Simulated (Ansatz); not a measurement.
**Compressing CdS: a fit and a missing row**

CdS, P6_3mc, a = 4.197 Å, c = 6.828 Å. Ansatz: PBE, PAW, 420 eV, Γ-centred 6×6×4 mesh on 4 atoms, Gaussian smearing 0.02 eV; no spin polarisation. Shape and atoms are relaxed at each volume; pressure is positive in compression.

```tsv
V (Å³/atom)	P (GPa)
24.477	3.79
25.258	?
26.039	0.00
26.820	-1.47
27.602	-2.72
```

Problem. Take V0 = 26.039 Å³/atom, fit the third-order Birch–Murnaghan form to the other rows, and predict the missing pressure.

Solution. With the Eulerian strain f = ½[(V0/V)^(2/3) − 1] and y = P/[3f(1 + 2f)^(5/2)], the form is the line y = B0 + 1.5 B0 (B0′ − 4) f. Rows (f, y): 0.02105, 54.1; -0.00975, 52.8; -0.01906, 52.4. Means f = -0.002587, y = 53.100; Σ(Δf)² = 0.0008814, ΣΔfΔy = 0.03732; the slope is their ratio. y = 53.21 + 42.34 f GPa, so B0 = 53.2 GPa and B0′ = 4 + 2 × (42.34)/(3 × 53.21) = 4.53. At V = 25.258, f = 0.01025, y = 53.64 and P = 1.74 GPa. The run gave 1.73 GPa, so the fit is 0.01 GPa too high, a small miss on the scale of the series.